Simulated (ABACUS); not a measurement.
Rh:

```xyz
1
Lattice="0.0000 1.8979 1.8979 1.8979 0.0000 1.8979 1.8979 1.8979 0.0000" Properties=species:S:1:pos:R:3 pbc="T T T"
Rh    0.0000    0.0000    0.0000
```

Base run:

* Program: ABACUS 3.10.1
* Functional: SCAN
* Potentials or basis: SG15 ONCV 1.2 PBE
* Cutoff: 1401 eV
* Density cutoff: 5606 eV
* Basis: plane waves
* k mesh: 8 × 8 × 8
* Occupations: fermi-dirac, width 0.05 eV
* Spin: no spin polarisation

Its results: band gap on the k mesh none (metal or under the smearing width); pressure -2.9 GPa.

**Question.** The run is repeated on the same cell with these changes: functional from SCAN to revTPSS. What comes out?

**Answer.** Band gap on the k mesh none (metal or under the smearing width); pressure -2.1 GPa.

Caveats: the potentials were made for another functional, which shifts forces and pressure.

Not every run made on this cell is shown here.
